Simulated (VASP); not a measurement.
# GaN (P6_3mc) in VASP: a series of runs, part 2 of 2

VASP 6.6.1. The steps go on from the part before.

## Step 3: Relaxation of cell and atoms, LDA

This run uses another cell than the first one, of 11.10 Å³/atom, 0.982 times its volume.

Contents of INCAR:

```
SYSTEM = GaN
  PREC = Accurate
  ENCUT = 600
  EDIFF = 1E-7
  ISMEAR = 0
  SIGMA = 0.03
  LREAL = .False.
  LASPH = .True.
  NELM = 80
  ALGO = Normal
  ISIF = 3
  LWAVE = .False.
  LCHARG = .False.
  GGA = CA
  IBRION = 2
  NSW = 90
  EDIFFG = -0.005
```

Contents of KPOINTS:

```
Automatic mesh
0
Gamma
  12 12 5
  0 0 0
```

Contents of POSCAR:

```
GaN                                     
1.0
    3.1565806535      0.0000000000      0.0000000000
   -1.5782903268      2.7336790311      0.0000000000
   -0.0000000000      0.0000000000      5.1474123984
  Ga              N             
     2     2
Direct
     0.3333333300000021    0.6666666699999979    0.9993961557475025
     0.6666666699999979    0.3333333300000021    0.4993961557475026
     0.3333333300000021    0.6666666699999979    0.3756038442524974
     0.6666666699999979    0.3333333300000021    0.8756038442524975
```

Potentials or basis: VASP PAW LDA potentials, release 64 (Ga_d, N).

The run is started by

```
cat potpaw_LDA.64/Ga_d/POTCAR potpaw_LDA.64/N/POTCAR > POTCAR
mpirun -np 1 vasp_std > vasp.out
```

OUTCAR:

```text
SYSTEM = GaN
   PREC = Accurate
   ENCUT = 600
   EDIFF = 1E-7
   ISMEAR = 0
   LREAL = .False.
   LASPH = .True.
   NELM = 80
   ISIF = 3
   GGA = CA
   IBRION = 2
   NSW = 90
   EDIFFG = -0.005

 ion  position               nearest neighbor table
   1  0.333  0.667  0.999-   4 1.93   4 1.93   4 1.93   3 1.94
   2  0.667  0.333  0.499-   3 1.93   3 1.93   3 1.93   4 1.94
   3  0.333  0.667  0.376-   2 1.93   2 1.93   2 1.93   1 1.94
   4  0.667  0.333  0.876-   1 1.93   1 1.93   1 1.93   2 1.94

  LATTYP: Found a hexagonal cell.
 ALAT       =     3.1565806535
 C/A-ratio  =     1.6306925003

  Lattice vectors:

 A1 = (   3.1565806535,   0.0000000000,   0.0000000000)
 A2 = (  -1.5782903268,   2.7336790311,   0.0000000000)
 A3 = (   0.0000000000,   0.0000000000,   5.1474123984)

Analysis of symmetry for initial positions (statically):
=====================================================================
 Subroutine PRICEL returns:
 Original cell was already a primitive cell.

 Routine SETGRP: Setting up the symmetry group for a
 hexagonal supercell.

 Subroutine GETGRP returns: Found 12 space group operations
 (whereof  6 operations were pure point group operations)
 out of a pool of 24 trial point group operations.

The static configuration has the point symmetry C_3v.
 The point group associated with its full space group is C_6v.

Analysis of symmetry for dynamics (positions and initial velocities):
=====================================================================
 Subroutine PRICEL returns:
 Original cell was already a primitive cell.

 Routine SETGRP: Setting up the symmetry group for a
 hexagonal supercell.

 Subroutine GETGRP returns: Found 12 space group operations
 (whereof  6 operations were pure point group operations)
 out of a pool of 24 trial point group operations.

The dynamic configuration has the point symmetry C_3v.
 The point group associated with its full space group is C_6v.

 Subroutine INISYM returns: Found 12 space group operations
 (whereof  6 operations are pure point group operations),
 and found     1 'primitive' translations

----------------------------------------------------------------------------------------

                                     Primitive cell

  volume of cell :      44.4174

  direct lattice vectors                    reciprocal lattice vectors
     3.156580653  0.000000000  0.000000000     0.316798495  0.182903697  0.000000000
    -1.578290327  2.733679031  0.000000000     0.000000000  0.365807393  0.000000000
     0.000000000  0.000000000  5.147412398     0.000000000  0.000000000  0.194272369

  length of vectors
     3.156580653  3.156580650  5.147412398     0.365807393  0.365807393  0.194272369

  position of ions in fractional coordinates (direct lattice)
     0.333333330  0.666666670  0.999396156
     0.666666670  0.333333330  0.499396156
     0.333333330  0.666666670  0.375603844
     0.666666670  0.333333330  0.875603844

  ion indices of the primitive-cell ions
   primitive index   ion index
                 1           1
                 2           2
                 3           3
                 4           4

[... 29 lines left out ...]
  0.083333  0.000000  0.000000      6.000000
  0.166667  0.000000  0.000000      6.000000
  0.250000  0.000000  0.000000      6.000000
  0.333333  0.000000  0.000000      6.000000
  0.416667  0.000000  0.000000      6.000000
[... 16 lines left out ...]
  0.250000  0.000000  0.200000     12.000000
  0.333333  0.000000  0.200000     12.000000
 [... further k-points ...]
   k-points           NKPTS =     57   k-points in BZ     NKDIM =     57   number of bands    NBANDS=     22
   number of dos      NEDOS =    301   number of ions     NIONS =      4
   total plane-waves  NPLWV =  32928
   dimension x,y,z NGX =    28 NGY =   28 NGZ =   42
   dimension x,y,z NGXF=    56 NGYF=   56 NGZF=   84
   ions per type =               2   2
   NGX,Y,Z   is equivalent  to a cutoff of  14.75, 14.75, 13.56 a.u.
   NGXF,Y,Z  is equivalent  to a cutoff of  29.49, 29.49, 27.13 a.u.
 SYSTEM =  GaN
   PREC   = accura    normal or accurate (medium, high low for compatibility)
   ISTART =      0    job   : 0-new  1-cont  2-samecut
   ICHARG =      2    charge: 1-file 2-atom 10-const
   ISPIN  =      1    spin polarized calculation?
   LNONCOLLINEAR =      F non collinear calculations
   LSORBIT =      F    spin-orbit coupling
   LASPH  =      T    aspherical Exc in radial PAW
   ENCUT  =  600.0 eV  44.10 Ry    6.64 a.u.   6.30  6.30 10.28*2*pi/ulx,y,z
   NELM   =     80;   NELMIN=  2; NELMDL= -5     # of ELM steps
   EDIFF  = 0.1E-06   stopping-criterion for ELM
   LREAL  =      F    real-space projection
   EDIFFG = -.5E-02   stopping-criterion for IOM
   NSW    =     90    number of steps for IOM
   IBRION =      2    ionic relax: 0-MD 1-quasi-New 2-CG
   NFREE  =      1    steps in history (QN), initial steepest desc. (CG)
   ISIF   =      3    stress and relaxation
   ISYM   =      2    0-nonsym 1-usesym 2-fastsym
   POTIM  = 0.5000    time-step for ionic-motion
   TEBEG  =    0.0;   TEEND  =   0.0 temperature during run
   PSTRESS=    0.0 pullay stress
   NELECT =      36.0000    total number of electrons
   NUPDOWN=      -1.0000    fix difference up-down
   EMIN   =  10.00;   EMAX   =-10.00  energy-range for DOS
   EFERMI =   0.00;   METHOD = LEGACY
   ISMEAR =     0;   SIGMA  =   0.03  broadening in eV -4-tet -1-fermi 0-gaus
   EFERMI_NEDOS =   21; number of points for ismear=-14 and -15
   IALGO  =     38    algorithm
   IMIX   =      4    mixing-type and parameters
     AMIX     =   0.40;   BMIX     =  1.00
     AMIX_MAG =   1.60;   BMIX_MAG =  1.00
  volume/ion in A,a.u.               =      11.10        74.94
  Fermi-wavevector in a.u.,A,eV,Ry     =   1.526363  2.884408 31.698642  2.329784
  Thomas-Fermi vector in A             =   2.634407
   LORBIT       =      0    0 simple, 1 ext, 2 COOP (PROOUT), +10 PAW based schemes
   GGA     = CA    functional components
   LHFCALC =     F    Hartree Fock is set to
   AEXX    =    0.0000 exact exchange contribution
   IVDW    =     0    specifies the selected vdW correction
   LEPSILON=     F    determine dielectric tensor
   LRPA    =     F    only Hartree local field effects (RPA)
 conjugate gradient relaxation of ions
 non-spin polarized calculation
 Gauss-broadening in eV      SIGMA  =   0.03
  energy-cutoff  :      600.00
  volume of cell :       44.42
 maximum number of plane-waves:      1499
 NGX is ok and might be reduce to    28
   NGX = 13   NGY = 13   NGZ = 21

--------------------------------------- Ionic step        1  -------------------------------------------

 number of electron      35.9999987 magnetization

 Free energy of the ion-electron system (eV)
  ---------------------------------------------------
  ext. energy  EPLUGINS =         0.00000000
  ---------------------------------------------------
  free energy    TOTEN  =       -27.91139355 eV

  energy without entropy =      -27.91139355  energy(sigma->0) =      -27.91139355

------------------------ aborting loop because EDIFF is reached ----------------------------------------

  FORCE on cell =-STRESS in cart. coord.  units (eV):
  Direction    XX          YY          ZZ          XY          YZ          ZX
  --------------------------------------------------------------------------------------
  -------------------------------------------------------------------------------------
  Total        0.0072845      0.0072845      0.0113766     -0.0000000      0.0000000      0.0000000
  in kB        0.2627584      0.2627584      0.4103661     -0.0000000      0.0000000      0.0000000
  external PRESSURE =       0.3119610 kB  Pullay stress =       0.0000000 kB
[... 63 lines left out ...]
--------------------------------------- Ionic step        3  -------------------------------------------

 number of electron      35.9999987 magnetization

 Free energy of the ion-electron system (eV)
  ---------------------------------------------------
  ext. energy  EPLUGINS =         0.00000000
  ---------------------------------------------------
  free energy    TOTEN  =       -27.91140147 eV

  energy without entropy =      -27.91140147  energy(sigma->0) =      -27.91140147

 E-fermi :   5.5223     XC(G=0): -12.2716

 val. band max:        5.3841674193   @ k =   0.0000   0.0000   0.0000
 cond. band min:       7.4944216535   @ k =   0.0000   0.0000   0.0000
 fundamental gap:      2.1102542341
 Fermi energy:         5.5223361113

 k-point     1 :       0.0000    0.0000    0.0000
  band No.  band energies     occupation
      1     -10.7145      2.00000
      2      -9.7510      2.00000
      3      -8.1987      2.00000
      4      -8.1814      2.00000
      5      -8.1814      2.00000
      6      -8.1154      2.00000
[... 589 lines left out ...]
     21      12.4871      0.00000
     22      13.6294      0.00000

 [... further k-points ...]
[... 5 lines left out ...]
  --------------------------------------------------------------------------------------
  -------------------------------------------------------------------------------------
  Total        0.0105022      0.0105022     -0.0124115     -0.0000000      0.0000000      0.0000000
  in kB        0.3787384      0.3787384     -0.4475912     -0.0000000      0.0000000      0.0000000
  external PRESSURE =       0.1032952 kB  Pullay stress =       0.0000000 kB
[... 19 lines left out ...]
  FREE ENERGIE OF THE ION-ELECTRON SYSTEM (eV)
  ---------------------------------------------------
  free  energy   TOTEN  =       -27.9114014727 eV

  energy  without entropy=      -27.9114014727  energy(sigma->0) =      -27.91140147

 reached required accuracy - stopping structural energy minimisation
```

Run time: 2.1 min. Hardware: 1 thread of Intel Xeon Platinum 8488C (Sapphire Rapids), shared host; peak memory 0.19 GiB.

What came out:

```
Free energy                            : -27.9114 eV
Relaxed volume                         : 11.11 Å³/atom
Relaxed cell                           : a = 3.157 Å, b = 3.157 Å, c = 5.148 Å, α = 90.00°, β = 90.00°, γ = 120.00°
Space group after relaxing (to 0.05 Å) : P6_3mc (No. 186)
Energy gained by relaxing              : 0.0 meV/atom
Ionic steps                            : 3
Pressure after relaxing                : 0.0 GPa
Band gap on the k mesh                 : 2.11 eV, direct
```

Stress tensor (GPa, compression positive):
```
 0.04  0.00  0.00
 0.00  0.04  0.00
 0.00  0.00 -0.04
```

Final structure:
```yaml
crystal:
  lattice:
    - [3.15678, 0.00000, 0.00000]
    - [-1.57839, 2.73385, 0.00000]
    - [0.00000, 0.00000, 5.14792]
  atoms:
    - { symbol: Ga, position: [0.33333, 0.66667, 0.99933] }
    - { symbol: Ga, position: [0.66667, 0.33333, 0.49933] }
    - { symbol: N, position: [0.33333, 0.66667, 0.37567] }
    - { symbol: N, position: [0.66667, 0.33333, 0.87567] }
```

Expect the measured gap to be larger: semilocal functionals such as LDA lack the derivative discontinuity.

## Step 4: Relaxation of cell and atoms, r2SCAN

Contents of INCAR:

```
SYSTEM = GaN
  ALGO = Normal
  EDIFF = 1E-6
  EDIFFG = -0.01
  ENCUT = 600
  IBRION = 2
  ISIF = 3
  ISMEAR = 0
  LASPH = .TRUE.
  LCHARG = .FALSE.
  LMIXTAU = .TRUE.
  LREAL = .FALSE.
  LWAVE = .FALSE.
  METAGGA = R2SCAN
  NELM = 80
  NSW = 90
  PREC = Accurate
  SIGMA = 0.03
```

Contents of KPOINTS:

```
k-points
0
G
  12 12 5
  0 0 0
```

Contents of POSCAR:

```
GaN
1.0
    3.1800000000      0.0000000000      0.0000000000
   -1.5900000000      2.7539607800      0.0000000000
    0.0000000000      0.0000000000      5.1660000000
Ga N
2 2
Direct
    0.3333333300      0.6666666700      0.0000000000
    0.6666666700      0.3333333300      0.5000000000
    0.3333333300      0.6666666700      0.3750000000
    0.6666666700      0.3333333300      0.8750000000
```

Potentials or basis: VASP PAW PBE potentials, release 64 (Ga_d, N).

The run is started by

```
cat potpaw_PBE.64/Ga_d/POTCAR potpaw_PBE.64/N/POTCAR > POTCAR
mpirun -np 1 vasp_std > vasp.out
```

OUTCAR:

```text
SYSTEM = GaN
   EDIFF = 1E-6
   EDIFFG = -0.01
   ENCUT = 600
   IBRION = 2
   ISIF = 3
   ISMEAR = 0
   LASPH = .TRUE.
   LREAL = .FALSE.
   METAGGA = R2SCAN
   NELM = 80
   NSW = 90
   PREC = Accurate

 ion  position               nearest neighbor table
   1  0.333  0.667  0.000-   3 1.94   4 1.95   4 1.95   4 1.95
   2  0.667  0.333  0.500-   4 1.94   3 1.95   3 1.95   3 1.95
   3  0.333  0.667  0.375-   1 1.94   2 1.95   2 1.95   2 1.95
   4  0.667  0.333  0.875-   2 1.94   1 1.95   1 1.95   1 1.95

  LATTYP: Found a hexagonal cell.
 ALAT       =     3.1800000000
 C/A-ratio  =     1.6245283019

  Lattice vectors:

 A1 = (   3.1800000000,   0.0000000000,   0.0000000000)
 A2 = (  -1.5900000000,   2.7539607800,   0.0000000000)
 A3 = (   0.0000000000,   0.0000000000,   5.1660000000)

Analysis of symmetry for initial positions (statically):
=====================================================================
 Subroutine PRICEL returns:
 Original cell was already a primitive cell.

 Routine SETGRP: Setting up the symmetry group for a
 hexagonal supercell.

 Subroutine GETGRP returns: Found 12 space group operations
 (whereof  6 operations were pure point group operations)
[... 176 lines left out ...]

  FORCE on cell =-STRESS in cart. coord.  units (eV):
  Direction    XX          YY          ZZ          XY          YZ          ZX
  --------------------------------------------------------------------------------------
  -------------------------------------------------------------------------------------
  Total        0.4214513      0.4214513      1.0349709      0.0000000      0.0000000      0.0000000
  in kB       14.9251487     14.9251486     36.6521509      0.0000000      0.0000000      0.0000000
  external PRESSURE =      22.1674827 kB  Pullay stress =       0.0000000 kB
[... 139 lines left out ...]
--------------------------------------- Ionic step        5  -------------------------------------------

 number of electron      35.9999997 magnetization

 Free energy of the ion-electron system (eV)
  ---------------------------------------------------
  ext. energy  EPLUGINS =         0.00000000
  ---------------------------------------------------
  free energy    TOTEN  =       -43.82314569 eV

  energy without entropy =      -43.82314569  energy(sigma->0) =      -43.82314569

 E-fermi :   5.1595     XC(G=0): -12.6306

 val. band max:        5.0422777052   @ k =   0.0000   0.0000   0.0000
 cond. band min:       7.3445668481   @ k =   0.0000   0.0000   0.0000
 fundamental gap:      2.3022891429
 Fermi energy:         5.1594583540

 k-point     1 :       0.0000    0.0000    0.0000
  band No.  band energies     occupation
      1     -11.7237      2.00000
      2     -10.7351      2.00000
      3      -8.7848      2.00000
      4      -8.7697      2.00000
      5      -8.7696      2.00000
      6      -8.7025      2.00000
[... 589 lines left out ...]
     21      12.7015      0.00000
     22      13.9073      0.00000

 [... further k-points ...]
[... 5 lines left out ...]
  --------------------------------------------------------------------------------------
  -------------------------------------------------------------------------------------
  Total        0.0269272      0.0269272     -0.0240462      0.0000000      0.0000000      0.0000000
  in kB        0.9432323      0.9432323     -0.8423133      0.0000000      0.0000000      0.0000000
  external PRESSURE =       0.3480505 kB  Pullay stress =       0.0000000 kB
[... 19 lines left out ...]
  FREE ENERGIE OF THE ION-ELECTRON SYSTEM (eV)
  ---------------------------------------------------
  free  energy   TOTEN  =       -43.8231456928 eV

  energy  without entropy=      -43.8231456928  energy(sigma->0) =      -43.82314569

 reached required accuracy - stopping structural energy minimisation
```

Wall time 11 min (1 thread of Intel Xeon Platinum 8488C (Sapphire Rapids), shared host); peak memory 0.24 GiB.

What came out:

| Quantity | Value |
| --- | --- |
| Free energy | -43.8231 eV |
| Relaxed volume | 11.43 Å³/atom |
| Relaxed cell | a = 3.188 Å, b = 3.188 Å, c = 5.196 Å, α = 90.00°, β = 90.00°, γ = 120.00° |
| Space group after relaxing (to 0.05 Å) | P6_3mc (No. 186) |
| Energy gained by relaxing | 1.3 meV/atom |
| Ionic steps | 5 |
| Pressure after relaxing | 0.0 GPa |
| Band gap on the k mesh | 2.30 eV, direct |

Stress tensor (GPa, compression positive):
```
 0.09  0.00  0.00
 0.00  0.09  0.00
 0.00  0.00 -0.08
```

Step by step:
| step | energy change (eV) | largest force (eV/Å) | pressure (GPa) | volume (Å³) |
| --- | --- | --- | --- | --- |
| 1 | 0.0000 | 0.1447 | 2.22 | 45.24 |
| 2 | 0.0001 | 0.0948 | -2.18 | 46.27 |
| 3 | -0.0051 | 0.0192 | -0.02 | 45.74 |
| 4 | -0.0051 | 0.0161 | -0.08 | 45.75 |
| 5 | -0.0051 | 0.0006 | 0.03 | 45.74 |

Final structure:
```
Ga N
1.0
     3.18814    0.00000    0.00000
    -1.59407    2.76101    0.00000
     0.00000    0.00000    5.19610
Ga N
2 2
Direct
  0.33333 0.66667 0.99916
  0.66667 0.33333 0.49916
  0.33333 0.66667 0.37584
  0.66667 0.33333 0.87584
```

Levels at points of the mesh, in eV from the valence-band top:
| k point | band 14 | band 15 | band 16 | band 17 | band 18 | band 19 | band 20 | band 21 | band 22 |
| --- | --- | --- | --- | --- | --- | --- | --- | --- | --- |
| (0.00, 0.00, 0.00) | -1.06 | -1.06 | -0.04 | 0.00 | 0.00 | 2.30 | 4.78 | 9.92 | 10.56 |
| (0.50, 0.00, 0.00) | -5.38 | -4.27 | -2.81 | -2.23 | -1.03 | 5.57 | 6.09 | 6.52 | 9.30 |

Caveat: the PAW data sets were made with another functional, which shifts forces and pressure a little.
